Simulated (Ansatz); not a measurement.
Clean, relaxed (111) surface of ZnS, space group F-43m (No. 216) (top face towards +c; atoms held fixed, by place in the list: 1, 2, 3):

```yaml
crystal:
  lattice:
    - [3.78763, 0.00000, 0.00000]
    - [-1.89382, 3.28018, 0.00000]
    - [0.00000, 0.00000, 23.95832]
  atoms:
    - { symbol: S, position: [0.00000, 0.00000, 0.35478] }
    - { symbol: Zn, position: [0.33333, 0.66667, 0.38705] }
    - { symbol: S, position: [0.33333, 0.66667, 0.48386] }
    - { symbol: Zn, position: [0.66667, 0.33333, 0.50906] }
    - { symbol: S, position: [0.66667, 0.33333, 0.62028] }
    - { symbol: Zn, position: [0.00000, 0.00000, 0.60197] }
```

Method: DFT PBEsol, scalar-relativistic, plane waves, PAW (Ansatz 0.2.0). Plane waves to 420 eV, a k mesh through Γ of 9×9×1 on the computed 6-atom cell and Gaussian smearing (0.05 eV); no spin polarisation. The cell repeats along c with a dipole correction in the vacuum.

H2 is adsorbed on the top face, one adsorbate per 12.4 Å², and relaxed from 3 starting sites (fractions of a and b). The adsorption energy is E(slab + adsorbate) − E(slab) − E(free adsorbate, spin-polarised where open-shell). Heights count from the highest slab atom after relaxation. With the adsorbate the cell is lengthened along c to keep the vacuum.

| start | ends at | E_ads (eV) | height (Å) |
| --- | --- | --- | --- |
| top (S) at (0.67, 0.33) | not bound | -0.02 | 3.03 |
| hollow (S-Zn) at (0.33, 0.67) | not bound | -0.02 | 3.44 |
| bridge (Zn-S) at (0.83, 0.67) | not bound | -0.02 | 3.44 |

It doesn't bind at this level of theory (ends above -0.1 eV count as unbound; no dispersion correction).

Each end is the local minimum or symmetric point that its start leads to. This ideal cut is polar: the work functions of its two faces differ by 3.6 eV. Real polar faces reconstruct or get covered, and then bind electron donors or acceptors far more weakly. The slab is only 7.0 Å thick, so the energies aren't converged with thickness.